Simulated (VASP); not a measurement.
# Cu3Au: relaxation of cell and atoms with PBEsol

Cu3Au:

```
Cu Au
1.0
     3.71426    0.00000    0.00000
     0.00000    3.71426    0.00000
     0.00000    0.00000    3.71426
Cu Au
3 1
Cartesian
  0.0000 1.8571 1.8571
  1.8571 0.0000 1.8571
  1.8571 1.8571 0.0000
  0.0000 0.0000 0.0000
```

```yaml
Program: VASP 6.6.1
Task: relaxation of cell and atoms
Functional: PBEsol
Potentials_or_basis: VASP PAW PBE potentials, release 64 (Cu, Au)
Cutoff: 600 eV
k_mesh: 10 × 10 × 10
Occupations: methfessel-paxton, width 0.1 eV
Spin: no spin polarisation
Further_INCAR_settings: ALGO = Normal; EDIFF = 1e-07; IBRION = 2; EDIFFG = -0.005; NSW = 90; ISIF = 3
```

The relaxed volume is 12.81 Å³/atom. The relaxed cell is a = 3.715 Å, b = 3.715 Å, c = 3.715 Å, α = 90.00°, β = 90.00°, γ = 90.00°. The space group after relaxing (to 0.05 Å) is Pm-3m (No. 221), the energy gained by relaxing is 0.0 meV/atom and the ionic steps are 3. The pressure after relaxing is 0.0 GPa and the band gap on the k mesh is none (metal or under the smearing width).

Final structure:
```yaml
crystal:
  lattice:
    - [3.71464, 0.00000, 0.00000]
    - [0.00000, 3.71464, 0.00000]
    - [0.00000, 0.00000, 3.71464]
  atoms:
    - { symbol: Cu, position: [0.00000, 0.50000, 0.50000] }
    - { symbol: Cu, position: [0.50000, 0.00000, 0.50000] }
    - { symbol: Cu, position: [0.50000, 0.50000, 0.00000] }
    - { symbol: Au, position: [0.00000, 0.00000, 0.00000] }
```

Levels at points of the mesh, in eV from the Fermi level:
| k point | band 19 | band 20 | band 21 | band 22 | band 23 | band 24 | band 25 | band 26 |
| --- | --- | --- | --- | --- | --- | --- | --- | --- |
| (0.00, 0.00, 0.00) | -1.36 | -1.36 | -1.36 | 1.22 | 1.22 | 1.22 | 6.17 | 7.78 |
| (0.50, 0.00, 0.00) | -1.99 | -1.93 | -1.52 | -1.36 | 5.88 | 5.88 | 6.69 | 6.69 |
| (0.50, 0.50, 0.00) | -2.26 | -2.16 | -0.49 | -0.49 | -0.37 | 0.41 | 8.70 | 9.64 |
| (0.50, 0.50, 0.50) | -1.58 | -1.58 | -1.16 | -1.14 | -1.14 | -1.14 | 2.59 | 4.32 |

Run time: 86 s on 1 thread of Intel(R) Xeon(R) 6975P-C (Granite Rapids), with other jobs on the host, peak memory 0.24 GiB.

Caveat: the PAW data sets were made with another functional, which shifts forces and pressure a little. The run has no spin-orbit coupling, so splittings on Au are missing.
